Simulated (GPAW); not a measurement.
# GaP (honeycomb monolayer): G0W0 with GPAW, start to end

Wanted: ground state, empty states, screening and self-energy for GaP (honeycomb monolayer).

Main program and level: GPAW 26.7.0; LDA and many-body steps on it, plane waves.

### Step 1. The starting structure

The cell holds 2 atoms: 1 Ga and 1 P. Cell: a = 3.850 Å, b = 3.850 Å, c = 11.400 Å, α = 90.0°, β = 90.0°, γ = 120.0°. Vacuum lies along c.

Structure file:

```cif
data_structure
_symmetry_space_group_name_H-M 'P 1'
_symmetry_Int_Tables_number 1
_cell_length_a 3.8499
_cell_length_b 3.8499
_cell_length_c 11.4000
_cell_angle_alpha 90.000
_cell_angle_beta 90.000
_cell_angle_gamma 120.000
_cell_volume 146.33
loop_
_atom_site_label
_atom_site_type_symbol
_atom_site_fract_x
_atom_site_fract_y
_atom_site_fract_z
_atom_site_occupancy
Ga1 Ga 0.33333 0.66667 0.48097 1
P2 P 0.66667 0.33333 0.51903 1
```

The structure was relaxed with LDA. The runs that relaxed it are not among those shown.

### Step 2. Ground state

This step: GPAW 26.7.0; DFT, LDA, plane waves, PAW.

The ground-state density comes first.

The input, run.py:

```python
import json
import numpy as np
from gpaw.mpi import world
from ase import Atoms
from gpaw import GPAW, PW, FermiDirac

atoms = Atoms(['Ga', 'P'],
    cell=[[3.8499347005, 0.0000000000, 0.0000000000],
      [-1.9249673503, 3.3341412536, 0.0000000000],
      [0.0000000000, 0.0000000000, 11.4000000000]],
    scaled_positions=[[0.3333333333, 0.6666666667, 0.4809673606],
      [0.6666666667, 0.3333333333, 0.5190327499]],
    pbc=(True, True, False))
calc = GPAW(mode=PW(450),
    xc='LDA',
    kpts={'size': (9, 9, 1), 'gamma': True},
    occupations=FermiDirac(0.001),
    nbands=-7,
    convergence={'density': 1e-6, 'bands': -3},
    maxiter=100,
    txt='gs.txt')
atoms.calc = calc
res = {'energy': atoms.get_potential_energy()}
kpts = calc.get_ibz_k_points()
res['kpts'] = kpts
res['eigenvalues'] = [calc.get_eigenvalues(kpt=k) for k in range(len(kpts))]
res['n_electrons'] = calc.get_number_of_electrons()
calc.write('gs.gpw')

if world.rank == 0:
    with open('result.json', 'w') as f:
        json.dump(res, f, default=lambda x: x.tolist())
```

Command:

```bash
> mpirun -n 4 gpaw python run.py
```

The log of the run:

```text
__  _  _
 | _ |_)|_||  |
 |__||  | ||/\| - 26.7.0

Input parameters:
  mode=PW(ecut=450.000000),
  convergence={'density': 1e-06, 'bands': -3},
  kpts=MonkhorstPack(size=(9, 9, 1), gamma=True),
  maxiter=100,
  nbands=-7,
  occupations=Occupations(name='fermi-dirac', width=0.001, fixmagmom=False),
  xc=XC(name='LDA')
  [... matrices ...]
Diagonalizing LCAO Hamiltonian
Converting LCAO to pw mode

        Ga  P

Atoms  # Å, Bohr magnetons
|   | symbol |         x |        y |        z |    initial magnetic moments |
| 0 |     Ga | -0.000000 | 2.222761 | 5.483028 | ( 0.0000,  0.0000,  0.0000) |
| 1 |      P |  1.924967 | 1.111380 | 5.916973 | ( 0.0000,  0.0000,  0.0000) |

Unit cell  # Å
| periodic |         x |        y |         z |   lengths |     angles |
|      yes |  3.849935 | 0.000000 |  0.000000 |  3.849935 |  90.000000 |
|      yes | -1.924967 | 3.334141 |  0.000000 |  3.849935 |  90.000000 |
|       no |  0.000000 | 0.000000 | 11.400000 | 11.400000 | 120.000000 |

Number of symmetries: 6
Symmetry operations  # r_c * U_cc + t_c -> r_c
|   | kind |            matrix            |
| 0 |  σ   |  1, 1, 0,  0,-1, 0,  0, 0, 1 |
| 1 |  E   |  1, 0, 0,  0, 1, 0,  0, 0, 1 |
| 2 |  C3  |  0, 1, 0, -1,-1, 0,  0, 0, 1 |
| 3 |  σ   |  0,-1, 0, -1, 0, 0,  0, 0, 1 |
| 4 |  σ   | -1, 0, 0,  1, 1, 0,  0, 0, 1 |
| 5 |  C3  | -1,-1, 0,  1, 0, 0,  0, 0, 1 |

BZ-sampling:
  Number of BZ points: 81
  Number of IBZ points: 12

  Monkhorst-Pack size: [9, 9, 1]
  Monkhorst-Pack shift: [0, 0, 0]

K-points  # in reciprocal-cell coordinates
|     |                                coordinates |     weight |
|   0 | (  0.00000000,   0.00000000,   0.00000000) | 0.01234568 |
|   1 | (  0.11111111,   0.00000000,   0.00000000) | 0.07407407 |
|   2 | (  0.22222222,  -0.11111111,   0.00000000) | 0.07407407 |
|   3 | (  0.22222222,   0.00000000,   0.00000000) | 0.07407407 |
|   4 | (  0.33333333,  -0.11111111,   0.00000000) | 0.14814815 |
|   5 | (  0.33333333,   0.00000000,   0.00000000) | 0.07407407 |
|   6 | (  0.33333333,   0.33333333,   0.00000000) | 0.02469136 |
|   7 | (  0.44444444,  -0.22222222,   0.00000000) | 0.07407407 |
|   8 | (  0.44444444,  -0.11111111,   0.00000000) | 0.14814815 |
|   9 | (  0.44444444,   0.00000000,   0.00000000) | 0.07407407 |
| ... |                                            |            |
|  11 | (  0.44444444,   0.44444444,   0.00000000) | 0.07407407 |

Plane wave coefficients: 3193
Cutoff: 450.000000 eV

Spin-components: 1 (collinear spins)
Bands:           11
Projectors:      10
Spin-degeneracy: 2
Datatype:        complex128

  Storage: CPU
  Wave functions: 6_697_152 bytes (1_674_288 per core)
  Projectors: 12_785_472 bytes (3_196_368 per core)
  [... matrices ...]
Parallelization:
  kpt:    4
  domain: 1
  band:   1

Density:
  Valence electrons: 8.0
  Components: 1
  Grid points: [20 20 56]
  Charge: 0.0  # |e|

Potential:
  Grid points: [20 20 56]

species:
  Ga:
    name:    Gallium
    Z:       31.0
    valence: 3
    core:    28
    charge:  0.0  # [|e|]
    compensation charges:
      type: gauss
      rc: 0.37  # [Å]
      lmax: 2
    cutoffs:
      filter: 2.06  # [Å]
      core: 4.17  # [Å]
    projectors
    | kind |    occ | energy [eV] | rcut [Å] |
    |   4s |  2.000 |      -9.167 |    1.164 |
    |   4p |  1.000 |      -2.734 |    1.164 |
    |    s |        |      18.045 |    1.164 |
    |    p |        |      24.478 |    1.164 |
    |    d |        |       0.000 |    1.164 |

    Using partial waves for Ga as LCAO basis

  P:
    name:    Phosphorus
    Z:       15.0
    valence: 5
    core:    10
    charge:  0.0  # [|e|]
    compensation charges:
      type: gauss
      rc: 0.30  # [Å]
      lmax: 2
    cutoffs:
      filter: 1.69  # [Å]
      core: 1.81  # [Å]
    projectors
    | kind |    occ | energy [eV] | rcut [Å] |
    |   3s |  2.000 |     -14.015 |    0.953 |
    |   3p |  3.000 |      -5.596 |    0.953 |
    |    s |        |      13.197 |    0.953 |
    |    p |        |      21.615 |    0.953 |
    |    d |        |       0.000 |    0.953 |

    Using partial waves for P as LCAO basis

Reference energy: -62080.661910  # eV

eigensolver:
  PPCG
  Converge bands: -3
  niter=2

density mixing:
  MSR1-Mixer
  Pratt-step length: 0.05
  Maximum mixing coefficient: 0.75
  Old densities: 10
  SVD Regularization: 0.005
  Good broyden scale: 1.0
  Trust region scale: 1.0
  Backstep threshold: 4.0
  History deletion threshold: 6.0
  Fourier metric: weight=20.0, sigma=0.015

occupation numbers:
  Fermi-Dirac:
    width: 0.0010  # eV

poisson solver:
  ecut: 3600.000000  # eV

xc functional:
  name: None

Initialization done in: 0.589 s

convergence criteria:
- Maximum integral of absolute [dens]ity change: 1e-06 electrons / valence electron
- Maximum [total energy] change in last 3 cyles: 0.0005 eV / valence electron
- Maximum integral of absolute [eigenst]ate change: 4e-08 eV^2 / valence electron
maximum number of iterations: 100

SCF iterations
|iter     |     time |      energy | eigst |  dens |
|iter:   1|  |   -9.539703 | +1.09 |       |
|iter:   2|  |   -9.476554 | +0.03 | -0.79 |
|iter:   3|  |   -9.203744 | -0.76 | -0.83 |
|iter:   4|  |   -9.192951 | -1.69 | -1.37 |
|iter:   5|  |   -9.191931 | -2.73 | -1.86 |
|iter:   6|  |   -9.191519c| -3.53 | -2.10 |
|iter:   7|  |   -9.191528c| -4.67 | -2.82 |
|iter:   8|  |   -9.191529c| -5.67 | -3.55 |
|iter:   9|  |   -9.191529c| -6.57 | -4.33 |
|iter:  10|  |   -9.191529c| -7.20 | -4.86 |
|iter:  11|  |   -9.191529c| -7.64c| -5.53 |
|iter:  12|  |   -9.191529c| -8.09c| -6.20c|

Converged in 12 steps
SCF loop duration: 1.594 s (0.133 s/step)
Energy contributions relative to reference atoms: (reference = -62080.661910)
  [... matrices ...]
Energy contributions:
  Kinetic:          23.371705
  Coulomb:         -21.107259
  Zero:              0.019062
  External:          0.000000
  Xc:              -11.475037
  Entropy:          -0.000000
  Spinorbit:         0.000000
  ----------------------------
  Free energy:      -9.191529
  Extrapolated:     -9.191529

dipole moment: (-0.409680, 0.236497, -0.079106)  # |e|*Ang

Fermi level: -2.588
Eigenvalues  # (at kpt = [0.000, 0.000, 0.000])
| band index |      eig [eV] | occ [0-2] |
|          0 |       -14.024 |     2.000 |
|          1 |        -5.225 |     2.000 |
|          2 |        -3.213 |     2.000 |
|          3 |        -3.213 |     2.000 |
|          4 |        -0.970 |     0.000 |
|          5 |         0.946 |     0.000 |
|          6 |         2.088 |     0.000 |
|          7 |         2.088 |     0.000 |
|          8 |         2.859 |     0.000 |
|          9 |         3.369 |     0.000 |
|         10 |         5.205 |     0.000 |

Gap: 1.854 eV
Transition (v -> c):
  (s=0, k=6, n=3, [0.33, 0.33, 0.00]) -> (s=0, k=0, n=4, [0.00, 0.00, 0.00])
Direct/indirect transitions are different
Direct gap: 2.093 eV
Transition at: (s=0, k=6, n=3, [0.33, 0.33, 0.00])
vacuum-level: 2.733  # V
# Writing to gs.gpw (mode='')
  [... matrices ...]
```

Wall time 3.9 s (4 MPI ranks of Arm Neoverse V2, shared host); peak memory 0.59 GiB.

Read from the output:

* total energy: -9.192 eV
* gap: 1.854 eV
* k of the valence top: 0.3333, 0.3333, 0
* k of the conduction bottom: 0, 0, 0
* least direct gap: 2.093 eV

The gap is indirect, with the least direct gap 0.24 eV higher.

### Step 3. Bands along the symmetry lines

The cheap functional maps the bands first; the places of the edges decide which points the dearer methods must see.

The input, run.py:

```python
import json
import numpy as np
from gpaw.mpi import world
from gpaw import GPAW

path = [[0.000000, 0.000000, 0.000000],
    [0.062500, 0.000000, 0.000000],
    [0.125000, 0.000000, 0.000000],
    [0.187500, 0.000000, 0.000000],
    [0.250000, 0.000000, 0.000000],
    [0.312500, 0.000000, 0.000000],
    [0.375000, 0.000000, 0.000000],
    [0.437500, 0.000000, 0.000000],
    [0.500000, 0.000000, 0.000000],
    [0.479167, 0.041667, 0.000000],
    [0.458333, 0.083333, 0.000000],
    [0.437500, 0.125000, 0.000000],
    [0.416667, 0.166667, 0.000000],
    [0.395833, 0.208333, 0.000000],
    [0.375000, 0.250000, 0.000000],
    [0.354167, 0.291667, 0.000000],
    [0.333333, 0.333333, 0.000000],
    [0.291667, 0.291667, 0.000000],
    [0.250000, 0.250000, 0.000000],
    [0.208333, 0.208333, 0.000000],
    [0.166667, 0.166667, 0.000000],
    [0.125000, 0.125000, 0.000000],
    [0.083333, 0.083333, 0.000000],
    [0.041667, 0.041667, 0.000000],
    [0.000000, 0.000000, 0.000000]]
calc = GPAW('gs.gpw').fixed_density(kpts=path,
    symmetry='off',
    nbands=14,
    convergence={'bands': 10},
    txt='bands.txt')
res = {}
kpts = calc.get_ibz_k_points()
res['kpts'] = kpts
res['eigenvalues'] = [calc.get_eigenvalues(kpt=k) for k in range(len(kpts))]
res['n_electrons'] = calc.get_number_of_electrons()

if world.rank == 0:
    with open('result.json', 'w') as f:
        json.dump(res, f, default=lambda x: x.tolist())
```

Command:

```bash
> mpirun -n 4 gpaw python run.py
```

The log of the run:

```text
Diagonalizing LCAO Hamiltonian
Converting LCAO to pw mode
convergence criteria:
- Maximum integral of absolute [eigenst]ate change: 4e-08 eV^2 / valence electron
maximum number of iterations: 100

SCF iterations
|iter     |     time |      energy | eigst |  dens |
|iter:   1|  |             | +1.70 |       |
|iter:   2|  |             | +0.62 |       |
|iter:   3|  |             | -0.49 |       |
[...]
|iter:   9|  |             | -5.95 |       |
|iter:  10|  |             | -6.65 |       |
|iter:  11|  |             | -7.44c|       |
SCF steps: 11
  __  _  _
 | _ |_)|_||  |
 |__||  | ||/\| - 26.7.0

Input parameters:
  mode=PW(ecut=450.000000),
  convergence={'bands': 10},
  gpts=array([20, 20, 56]),
  kpts=KPoints(kpts=array([[0.      , 0.      , 0.      ],
         [0.0625  , 0.      , 0.      ],
         [0.125   , 0.      , 0.      ],
         [0.1875  , 0.      , 0.      ],
[...]
[0.479167, 0.041667, 0.      ],
         [0.458333, 0.083333, 0.      ],
[...]
[0.416667, 0.166667, 0.      ],
[...]
[0.25    , 0.25    , 0.      ],
[...]
[0.125   , 0.125   , 0.      ],
         [0.083333, 0.083333, 0.      ],
         [0.041667, 0.041667, 0.      ],
         [0.      , 0.      , 0.      ]])),
  maxiter=100,
  nbands=14,
  occupations=Occupations(name='fermi-dirac', width=0.001, fixmagmom=False),
  parallel={},
  symmetry=Symmetry(point_group=False, time_reversal=False),
  xc=XC(name='LDA')
  [... matrices ...]
timing:  # [seconds]
  Total: 0.027  # ━━━━━━━━━━━━━━━━━━━━━━━━━━━━━━━━━━━━━━━━━━━━━━━━━━━━━━━━━━━
```

The job ended after 4.9 s (4 MPI ranks; peak memory 0.71 GiB).

Read from the output:

- gap: 1.854 eV
- k of the valence top: 0.3333, 0.3333, 0
- k of the conduction bottom: 0, 0, 0
- least direct gap: 2.093 eV

The gap is 1.854 eV, as in the run before at this level.

Electronic bands along the path, in eV, zero at the top of the highest filled band; v1 is the highest filled band, c1 the lowest empty one:

```tsv
point	v4	v3	v2	v1	c1	c2	c3	c4
Γ	-11.20	-2.40	-0.39	-0.39	1.85	3.77	4.91	4.91
halfway	-10.55	-3.86	-1.59	-1.27	2.82	3.83	5.45	6.57
M	-9.44	-6.25	-1.88	-0.46	1.99	2.63	6.80	7.46
halfway	-9.29	-6.21	-2.93	-0.25	2.16	4.17	6.36	7.41
K	-9.08	-6.25	-3.67	0.00	2.09	5.60	6.41	7.65
halfway	-10.35	-4.25	-1.95	-1.37	3.39	4.56	4.94	5.79
Γ	-11.20	-2.40	-0.39	-0.39	1.85	3.77	4.91	4.91
```

The electronic bands as a text plot (rows in eV, shown from -8.0 to 5.7 only):

```
    5.4 |+   ++++++++++               +++++   ++++++         ++++
    4.8 |++++++                     ++           ++++++++++++++++
    4.3 |                          +                   ++++++
    3.7 |++++++++++++++          ++                          ++++
    3.1 |      +++     +++      +                ++++++++++++
    2.5 |    ++   ++++++++++++++              +++            +++
    2.0 |++++             ++++++++++++++++++++                  +
    1.4 |
    0.8 |
    0.3 |                                **
   -0.3 |****               *************  ******            ****
   -0.9 | ********     *****                     ***      ******
   -1.4 |    **   ********                          ******
   -2.0 |      ***        *******                   ***   ***
   -2.6 |******                  **              ***      *******
   -3.2 |      ***                 ***        ***      ***
   -3.7 |         ***                 ********
   -4.3 |                                           ***
   -4.9 |            **                          ***
   -5.4 |              ***
   -6.0 |                 ***********************
   -6.6 |
   -7.1 |
   -7.7 |
         Γ                   M           K                      Γ
```

### Step 4. Empty states on the mesh, 9×9×1 mesh, 342 bands

The sums over transitions need many empty states on a uniform mesh; this step solves for them.

The input, run.py:

```python
import json
import numpy as np
from gpaw.mpi import world
from gpaw import GPAW

calc = GPAW('gs.gpw').fixed_density(kpts={'size': (9, 9, 1), 'gamma': True},
    parallel={'domain': 1, 'band': 1},
    txt='nscf.txt')
calc.diagonalize_full_hamiltonian(nbands=342)
calc.write('full.gpw', mode='all')
res = {}
kpts = calc.get_ibz_k_points()
res['kpts'] = kpts
res['eigenvalues'] = [calc.get_eigenvalues(kpt=k) for k in range(len(kpts))]
res['n_electrons'] = calc.get_number_of_electrons()

if world.rank == 0:
    with open('result.json', 'w') as f:
        json.dump(res, f, default=lambda x: x.tolist())
```

Command:

```bash
> mpirun -n 4 gpaw python run.py
```

The log of the run:

```text
Diagonalizing LCAO Hamiltonian
Converting LCAO to pw mode
convergence criteria:
- Maximum integral of absolute [eigenst]ate change: 4e-08 eV^2 / valence electron
maximum number of iterations: 100

SCF iterations
|iter     |     time |      energy | eigst |  dens |
|iter:   1|  |             | +1.08 |       |
|iter:   2|  |             | +0.10 |       |
|iter:   3|  |             | -0.89 |       |
[...]
|iter:   9|  |             | -6.49 |       |
|iter:  10|  |             | -7.25 |       |
|iter:  11|  |             | -7.68c|       |
SCF steps: 11
  __  _  _
 | _ |_)|_||  |
 |__||  | ||/\| - 26.7.0

Input parameters:
  mode=PW(ecut=450.000000),
  convergence={'density': 1e-06, 'bands': -3},
  gpts=array([20, 20, 56]),
  kpts=MonkhorstPack(size=(9, 9, 1), gamma=True),
  maxiter=100,
  nbands=11,
  occupations=Occupations(name='fermi-dirac', width=0.001, fixmagmom=False),
  parallel={'domain': 1, 'band': 1},
  xc=XC(name='LDA')
Matrix size: 3193x3193
# Writing to full.gpw (mode='all')
  [... matrices ...]

timing:  # [seconds]
  Total: 74.041  # ━━━━━━━━━━━━━━━━━━━━━━━━━━━━━━━━━━━━━━━━━━━━━━━━━━━━━━━━━━
```

Run time: 77 s. Hardware: 4 MPI ranks; peak memory 3.9 GiB.

Numbers from this step:

- gap: 1.854 eV
- k of the valence top: 0.3333, 0.3333, 0
- k of the conduction bottom: 0, 0, 0
- least direct gap: 2.093 eV
- k points computed: 12
- lowest point of the top converged band, above the valence top: 100.3010 eV

On this mesh the gap is 1.854 eV.

(Continued in part 2 of 2.)

[Long decimals in the printed logs are rounded to 6 places.]

[Logs are printed without paths, hosts, clocks, repeated set-up lines and the standing remarks that a program may print on its own settings, such as how far it seeks lower states.]

[Paths, hosts, dates, memory and timing lines, banners, echoed tables and standing remarks are left out of the program output; an Ansatz launch command may be rebuilt from the run's recorded settings. Measured values are a selection of at most five: reports struck by readers or far from the other reports are left out. None is set beside runs whose start may be inverted or whose files or cutoffs have a known fault.]

[Runs of the session that timed out or met a known fault of the program may be left out.]

[Hosts, paths, dates, database ids (printed as entryN), source tags and the programs' standing remarks are cut or masked in the printed files.]

[Where the starting crystal was built by hand or by swapping elements, it need not be the compound's stable phase.]
